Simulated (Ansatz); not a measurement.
Structure from Materials Project entry mp-999192 (possibly hypothetical), not relaxed further.

SiNi: DFT, PBEsol, PAW with Ansatz's default frozen-core files, scalar-relativistic (Ansatz 0.2.0).

Command: `ansatz run input.yaml --threads 1 --pin off --max-ram 4096MiB --backend cpu --events-out ev --progress --plain --runs-dir out` The run took 51 s on 1 thread of Arm Neoverse V2, with other jobs on the host, peak memory 0.54 GiB.

```yaml
crystal:
  lattice:
    - [2.94277066, 0.0, 0.0]
    - [0.0, 3.28032554, 0.0]
    - [0.0, 0.0, 4.67744676]
  atoms:
    - { symbol: Si, position: [0.0, 0.0, 0.15685684] }
    - { symbol: Si, position: [0.5, 0.5, 0.84314316] }
    - { symbol: Ni, position: [0.0, 0.0, 0.65750441] }
    - { symbol: Ni, position: [0.5, 0.5, 0.34249559] }
kpoints:
  mp_grid: { grid: [14, 12, 9] }
  band_path:
    path:
      - [0.0, 0.0, 0.0]
      - [0.5, 0.0, 0.0]
      - [0.5, 0.5, 0.0]
      - [0.0, 0.5, 0.0]
      - [0.0, 0.0, 0.0]
      - [0.0, 0.0, 0.5]
      - [0.5, 0.0, 0.5]
      - [0.5, 0.5, 0.5]
      - [0.0, 0.5, 0.5]
    npoints: 14
scf:
  occupations: { method: fermi_dirac, width: 0.05 }
hamiltonian:
  xc: pbesol
  pseudopotentials: { kind: paw }
output:
  forces: true
  stress: true
  eigenvalues: true
  efg: { contact_densities: true }
  populations: true
  bader: true
  dos: { projected: true, de: 0.2, e_range: [-14, 8] }
  write_density: true
  write_potential: true
  elf: true
  volumetric_format: npy
```

Output:

```
Engine: ansatz 0.2.0
Pseudopotentials: kind: paw
Pseudopotential: Si, paw, valence charge 4, recommended cutoff 420 eV (normal)
Pseudopotential: Ni, paw, valence charge 18, recommended cutoff 420 eV (normal)
Functional definition: PBEsol
  exchange = pbesol_x
  correlation = pbesol_c
Crystal: 4 atoms, lattice volume = 45.153 Å³
Basis set: ecut = 420 eV, 893 PW (Γ), exchange–correlation on 40×48×64 points (8 copies of the dense FFT grid, shifted against one another)
Bands: 27, of which v1, the nominal top of the filled ones, is band 22 counted from 1 (21 counted from 0)
Symmetry: 8 space group operations
Space group: Pmmn (ITA 59), of the structure as read, at distance tolerance 3.6e-5 Å
k-points: 280 of 1512
Non-local potential: Si, projectors of the file, l = 0: 2, l = 1: 2, l = 2: 2
Non-local potential: Ni, projectors of the file, l = 0: 3, l = 1: 2, l = 2: 3, l = 3: 1
PAW form: soft (Blöchl's): semilocal exchange-correlation on the pseudo side does not see the compensation charge
PAW frozen core: Si, regenerated for the run's functional, and the local potential with it (the file was generated under x = pbe(κ = 0.804, μ = 0.2195149727645171), c = pbe(β = 0.06672455060314922))
PAW frozen core: Ni, regenerated for the run's functional, and the local potential with it (the file was generated under x = pbe(κ = 0.804, μ = 0.2195149727645171), c = pbe(β = 0.06672455060314922))
PAW one-centre angular grid: Si, 110 points (default); XC on 64 Gauss nodes
PAW one-centre angular grid: Ni, 590 points (default); XC on 64 Gauss nodes
Initial density: superposition of atomic densities (neutral atoms: chi_scale 0, normalization atom), corrected by the library's trained network
Initial wavefunctions: pseudopotential atomic-orbital guess
Functional: x = pbesol(κ = 0.804, μ = 0.12345679012345678), c = pbesol(β = 0.046)
SCF iter   1: F=—  HF=-12855.127933 eV  |F-HF|=—  |Δ(HF+E_count)|=         —  Δρ=1.51e-2  dr2=5.25e-2  ethr=1.77e-3  ⟨swp⟩=5.6  Hψ=32301  notcnv=0
preconditioner: auto → Kerker (q_TF=auto, 2.717 Å⁻¹)  [metal: Δε(μ)=0.037 eV  Ē_g=7.604 eV  σ=0.050 eV  W_gap=0.18  n_scr=16 (ndim 8)  ℏωp=29.2 eV  f_vac=0.000  D(μ)=1.18/eV (n_scr^D=6)]
SCF iter   2: F=—  HF=-12855.118549 eV  |F-HF|=—  |Δ(HF+E_count)|=   9.38e-3  Δρ=3.61e-3  dr2=4.20e-3  ethr=1.19e-4  ⟨swp⟩=2.9  Hψ=16551  notcnv=0  defer=91
SCF iter   3: F=—  HF=-12855.117664 eV  |F-HF|=—  |Δ(HF+E_count)|=   8.85e-4  Δρ=1.27e-3  dr2=9.80e-4  ethr=9.56e-6  ⟨swp⟩=1.1  Hψ=7620  notcnv=0  defer=91
SCF iter   4: F=—  HF=-12855.117372 eV  |F-HF|=—  |Δ(HF+E_count)|=   2.92e-4  Δρ=3.62e-4  dr2=8.00e-5  ethr=2.23e-6  ⟨swp⟩=2.1  Hψ=10448  notcnv=0  defer=91
SCF iter   5: F=—  HF=-12855.117373 eV  |F-HF|=—  |Δ(HF+E_count)|=   1.19e-6  Δρ=8.22e-5  dr2=5.22e-6  ethr=1.82e-7  ⟨swp⟩=2.5  Hψ=11595  notcnv=0  defer=91
SCF iter   6: F=—  HF=-12855.117372 eV  |F-HF|=—  |Δ(HF+E_count)|=   5.52e-7  Δρ=2.08e-5  dr2=1.54e-7  ethr=1.19e-8  ⟨swp⟩=2.3  Hψ=11432  notcnv=0  defer=91
SCF iter   7: F=-12855.117372 eV  HF=-12855.117372 eV  |F-HF|=4.05e-9  |Δ(HF+E_count)|=   1.58e-9  Δρ=6.35e-6  dr2=1.49e-8  ethr=2.27e-10  ⟨swp⟩=9.4  Hψ=50383  notcnv=0
SCF 1 converged in 7 iterations: F = -12855.117372 eV  dr2 = 1.49e-8
  greatest PAW one-centre occupation: 1.001 electrons in one spin orbital (limit 2), on the Ni atom at site 3 (counted from 0), in its partial waves of l = 1
NSCF: frozen V_eff on 113 k-points
SCF converged after 7 iterations
Free energy (F): -12855.117372 eV
Harris-Foulkes:  -12855.117372 eV  (|F-HF|=4.05e-9)
Internal energy: -12855.107746 eV  (E = F + TS)
E sigma→0 (E₀):  -12855.112559 eV
Entropy (-TS):   -0.009626 eV (-2.407 meV/atom)
Fermi energy:    16.216648 eV
--- Per-component energies (eV) ---
  E_band       = -592.620936
  E_kinetic    = 660.204178
  E_local      = -8860.034154  (includes V_loc(G=0)·N_el)
  E_nonlocal   = 1323.307376
  E_hartree    = 3830.056316
  E_xc         = -284.580830
  E_vxc        = -320.611342  (∫ρ·V_xc dr)
  E_paw        = -4189.464758  (= ΣΔE_a)
  E_vpaw       = -1055.596244  (= ΣTr[D̂ρ^β])
  E_aug_tail   = 0.001042  (compensation charges beyond the density's cutoff)
  E_ewald      = -5335.054613
  E_core_change = 0.457699  (= ΣΔE_core)
  E_smearing   = -0.009626  (= −TS)
  E_closure    = 0.000000  (closes the sum)
  Σ components = -12855.117372   (vs F -12855.117372, Δ=0.00e0)
--- Forces (eV/Å), atoms counted from 1 ---
  atom   1  Si     0.00000000     0.00000000     0.08338330
  atom   2  Si     0.00000000     0.00000000    -0.08338330
  atom   3  Ni     0.00000000     0.00000000    -0.05901976
  atom   4  Ni     0.00000000     0.00000000     0.05901976
  max |Σ_I F_I| component: 1.39e-17 eV/Å
--- Stress (GPa, compression-positive) ---
        0.869891       0.000000       0.000000
        0.000000      -0.181443       0.000000
        0.000000       0.000000      -0.279369
  P = ⅓ Tr σ = 0.1364 GPa (1.364 kbar)
--- PAW observables at the nuclei: V_zz in 10²¹ V/m², potentials from the cell's mean, atoms counted from 1 ---
  atom   1  Si V_zz =    -3.128399   η = 0.6486   by run symmetry: allowed
            electrostatic potential = -1367.065577 V   contact ρ = 12761.570307 e/Å³
  atom   2  Si V_zz =    -3.128399   η = 0.6486   by run symmetry: allowed
            electrostatic potential = -1367.065577 V   contact ρ = 12761.570307 e/Å³
  atom   3  Ni V_zz =    +0.680535   η = 0.0776   by run symmetry: allowed
            electrostatic potential = -3574.012938 V   contact ρ = 130126.776038 e/Å³
  atom   4  Ni V_zz =    +0.680535   η = 0.0776   by run symmetry: allowed
            electrostatic potential = -3574.012938 V   contact ρ = 130126.776038 e/Å³
--- Band table (eV; the first three rows and the last of 280) ---
  k-point 0: bands = ["-87.5049", "-87.4952", "-48.1800", "-48.1509", "-48.0671", "-48.0280", "-47.9619", "-47.9324", "2.0558", "7.8816", "9.4816", "11.8835", "12.3960", "13.2092", "13.3026", "13.3758", "13.4658", "13.4975", "13.8825", "14.1758", "14.2041", "14.8485", "17.4693", "18.9696", "21.4147", "21.7816", "23.5117"]
  k-point 1: bands = ["-87.5049", "-87.4952", "-48.1800", "-48.1510", "-48.0671", "-48.0280", "-47.9619", "-47.9324", "2.1232", "7.4355", "9.7750", "11.9125", "12.3727", "13.2145", "13.3076", "13.4124", "13.4192", "13.4641", "13.8389", "14.1703", "14.4327", "15.0632", "17.6064", "18.9273", "20.9535", "21.7545", "23.1675"]
  k-point 2: bands = ["-87.5049", "-87.4952", "-48.1799", "-48.1512", "-48.0670", "-48.0280", "-47.9619", "-47.9324", "2.3146", "6.6230", "10.1918", "11.9852", "12.3112", "13.2312", "13.2677", "13.3206", "13.3521", "13.4932", "13.7320", "14.1560", "15.2341", "15.5863", "17.9860", "18.8211", "20.0360", "21.6871", "22.4043"]
  k-point 279: bands = ["-87.4989", "-87.4989", "-48.1639", "-48.1639", "-48.0558", "-48.0558", "-47.9590", "-47.9590", "8.7913", "8.7913", "9.3269", "9.3269", "11.2542", "11.2542", "12.4552", "12.4552", "13.3208", "13.3208", "14.0880", "14.0880", "14.7061", "14.7061", "15.8792", "15.8792", "17.2759", "17.2759", "24.1278"]
--- Löwdin populations: 4 sites ---
  site symbol       q [e]
     0     Si      4.2199
     1     Si      4.2199
     2     Ni     17.5177
     3     Ni     17.5177
  spilling = 0.011928 (of n_electrons = 44.000000)
--- Bader charges: 4 sites ---
  site symbol  charge [e]  shift [e]
     0     Si      0.4550     0.0060
     1     Si      0.4550     0.0060
     2     Ni     -0.4550     0.0060
     3     Ni     -0.4550     0.0060
  estimated error of the sums over rays = 4.0e-4 e
```

populations.tsv:

```
# site	symbol	l	j	q
# orbitals = lowdin
# n_electrons = 44.000000
# spilling = 0.011928
0	Si	0_3S	-	1.332223
0	Si	1_3P	-	2.887650
1	Si	0_3S	-	1.332223
1	Si	1_3P	-	2.887650
2	Ni	0_3S	-	1.988024
2	Ni	0_4S	-	0.581790
2	Ni	1_3P	-	5.994097
2	Ni	2_3D	-	8.953807
3	Ni	0_3S	-	1.988024
3	Ni	0_4S	-	0.581790
3	Ni	1_3P	-	5.994097
3	Ni	2_3D	-	8.953807
```

bader_charges.tsv:

```
# site	symbol	x_ang	y_ang	z_ang	partial_charge_e	electrons	volume_ang3	relative_density_drop	shared_charge_e	partial_wave_shift_e
# quadrature_error_electrons = 4.0e-4
0	Si	0.0000	0.0000	0.7337	0.45495	13.54505	10.95	-	0.45495	0.00600
1	Si	1.4714	1.6402	3.9438	0.45498	13.54502	10.95	-	0.45498	0.00600
2	Ni	0.0000	0.0000	3.0754	-0.45496	28.45496	11.63	-	-0.45496	0.00600
3	Ni	1.4714	1.6402	1.6020	-0.45497	28.45497	11.63	-	-0.45497	0.00600
```

Spin polarisation is left out, and whether a magnetic state lies lower isn't shown here.
